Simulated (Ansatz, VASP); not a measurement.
Two plane-wave programs on TiB4

File INCAR:

```
SYSTEM = TiB4
  PREC = Accurate
  ENCUT = 600
  EDIFF = 1E-6
  ISMEAR = 0
  SIGMA = 0.1
  LREAL = .FALSE.
  LASPH = .TRUE.
  NELM = 100
  ALGO = Normal
  ISIF = 3
  LWAVE = .FALSE.
  LCHARG = .FALSE.
  GGA = PE
  IBRION = 2
  NSW = 90
  EDIFFG = -0.04
```

KPOINTS

```
regular mesh
0
G
  4 4 4
  0 0 0
```

The input POSCAR:

```
TiB4
1.0
    3.8144192200      0.0000000000      0.0000000000
    0.0000000000      3.8144192200      0.0000000000
    0.0000000000      0.0000000000      3.8144192200
Ti B
1 4
Direct
    0.0000000000      0.0000000000      0.0000000000
    0.5000000000      0.0000000000      0.0000000000
    0.0000000000      0.5000000000      0.0000000000
    0.0000000000      0.0000000000      0.5000000000
    0.5000000000      0.5000000000      0.5000000000
```

Input for Ansatz:

```yaml
crystal:
  lattice:
    - [3.81441922, 0.0, 0.0]
    - [0.0, 3.81441922, 0.0]
    - [0.0, 0.0, 3.81441922]
  atoms:
    - { symbol: Ti, position: [0.0, 0.0, 0.0] }
    - { symbol: B, position: [0.5, 0.0, 0.0] }
    - { symbol: B, position: [0.0, 0.5, 0.0] }
    - { symbol: B, position: [0.0, 0.0, 0.5] }
    - { symbol: B, position: [0.5, 0.5, 0.5] }
basis:
  ecutwfc: 420
kpoints:
  mp_grid: { grid: [4, 4, 4] }
hamiltonian:
  xc: pbe
scf:
  occupations: { method: gaussian, width: 0.1 }
  lower_state_search: "off"
output:
  forces: true
  stress: true
  eigenvalues: true
relax:
  adjacent_minimum: "off"
  f_tol: 0.04
  max_steps: 70
  cell: { stress_tol: 0.4 }
```

Alike in both runs: task relaxation of cell and atoms; functional PBE; k mesh 4 × 4 × 4; occupations gaussian, width 0.1 eV; no spin polarisation.

```csv
,VASP,Ansatz
version,VASP 6.6.1,Ansatz 0.2.0
potentials or method,"VASP PAW PBE potentials, release 64 (Ti_sv, B)","scalar-relativistic, plane waves, PAW"
plane-wave cutoff (eV),600,420
valence electrons in the cell,24,24
```

```csv
,VASP,Ansatz,Ansatz less VASP
"gap on the k mesh at the Fermi level, each at its own relaxed structure (eV)",none,none,-
relaxed volume (Å³/atom),14.96,14.92,-0.034
relaxed cell length with the largest relative difference (Å),4.213,4.210,-0.0032
energy change over the relaxation (meV/atom),-203,-211,-7.8
```

A gap of «none» marks a metal or a gap that the smearing closes.

Caveats: the k mesh is coarse (spacing up to 0.41 Å⁻¹), so the values aren't converged; the volume moved by over 15 % at a fixed basis, so the end points are rough (VASP).
